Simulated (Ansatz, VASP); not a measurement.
## One calculation of Tc, two programs

The input POSCAR:

```
Tc
1.0
    0.0000000000      1.9363261565      1.9363261565
    1.9363261565      0.0000000000      1.9363261565
    1.9363261565      1.9363261565      0.0000000000
Tc
1
Direct
    0.0000000000      0.0000000000      0.0000000000
```

The input INCAR.step1:

```
PREC = Accurate ; ENCUT = 520
ISMEAR = 0 ; SIGMA = 0.05
LREAL = False ; LASPH = True
NELM = 100 ; NBANDS = 12
GGA = PE ; ALGO = Normal
EDIFF = 1E-4 ; LWAVE = True
LCHARG = False
```

Contents of INCAR.step2:

```
PREC = Accurate ; ENCUT = 520
EDIFF = 1E-6 ; ISMEAR = 0
SIGMA = 0.05 ; LREAL = False
LASPH = True ; NELM = 100
ALGO = Normal ; ISIF = 2
LWAVE = False ; LCHARG = True
METAGGA = R2SCAN ; LMIXTAU = True
LELF = True ; LVHAR = True
NBANDS = 12 ; ISTART = 1
```

File KPOINTS:

```
Automatic mesh
0
Gamma
  18 18 18
```

Input for Ansatz:

```yaml
crystal:
  lattice:
    - [0.0, 1.9363261565, 1.9363261565]
    - [1.9363261565, 0.0, 1.9363261565]
    - [1.9363261565, 1.9363261565, 0.0]
  atoms:
    - { symbol: Tc, position: [0.0, 0.0, 0.0] }
basis:
  ecutwfc: 600
  ecutrho_ratio: 5
kpoints:
  mp_grid: { grid: [18, 18, 18] }
hamiltonian:
  xc: r2scan
scf:
  occupations: { method: gaussian, width: 0.05 }
output:
  forces: true
  stress: true
  eigenvalues: true
```

The cell was built by a generator and needn't be a form met in nature.

Alike in both runs: task single point; functional r2SCAN; k mesh 18 × 18 × 18; occupations gaussian, width 0.05 eV; no spin polarisation.

```csv
,VASP,Ansatz
version,VASP 6.6.1,Ansatz 0.2.0
potentials or method,"VASP PAW PBE potentials, release 64 (Tc_pv)","scalar-relativistic, plane waves, PAW"
plane-wave cutoff (eV),520,600
valence electrons in the cell,13,15
```

|  | VASP | Ansatz | Ansatz less VASP |
| --- | --- | --- | --- |
| pressure (GPa) | -4.8 | -5.1 | -0.36 |

The two sets of potentials don't hold the same shells in valence.

Caveats: the PAW data sets were made with another functional, which shifts forces and pressure a little (VASP).
